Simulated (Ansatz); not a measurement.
TiO2:

```
Ti O
1.0
     4.54535    0.00000    0.00000
     0.00000    5.51962    0.00000
     0.00000    0.00000    4.90920
Ti O
4 8
Cartesian
  0.0000 0.9548 3.6819
  2.2727 1.8050 1.2273
  0.0000 4.5648 1.2273
  2.2727 3.7147 3.6819
  1.2338 2.1070 4.5098
  3.5065 0.6528 0.3994
  1.0388 0.6528 2.0552
  3.3115 2.1070 2.8540
  1.2338 3.4126 2.0552
  3.5065 4.8668 2.8540
  1.0388 4.8668 4.5098
  3.3115 3.4126 0.3994
```

Measurements of this composition are mostly on another form, of space group No. 141.

Base run:

* Program: Ansatz 0.2.0
* Functional: BLYP
* Potentials or basis: Ansatz PAW
* Cutoff: 420 eV
* Density cutoff: 1680 eV
* k mesh: 6 × 5 × 6
* Occupations: fermi-dirac, width 0.05 eV
* Spin: no spin polarisation

Its results: band gap on the k mesh 2.62 eV, indirect (least direct gap 2.66 eV); pressure 9.8 GPa; largest force 0.131 eV/Å.

Task: The run is repeated on the same cell with these changes: functional from BLYP to PBEsol. What comes out?

Result: Band gap on the k mesh 2.59 eV, indirect (least direct gap 2.65 eV); pressure -3.1 GPa; largest force 0.080 eV/Å.

PBEsol binds more tightly than BLYP, so the same cell stands under less pressure.

Caveats: the PAW data sets come from PBE, with cores solved anew for the run's functional, which leaves a small shift of forces and pressure; the potentials were made for another functional, which shifts forces and pressure (some runs).

Not every run made on this cell is shown here.
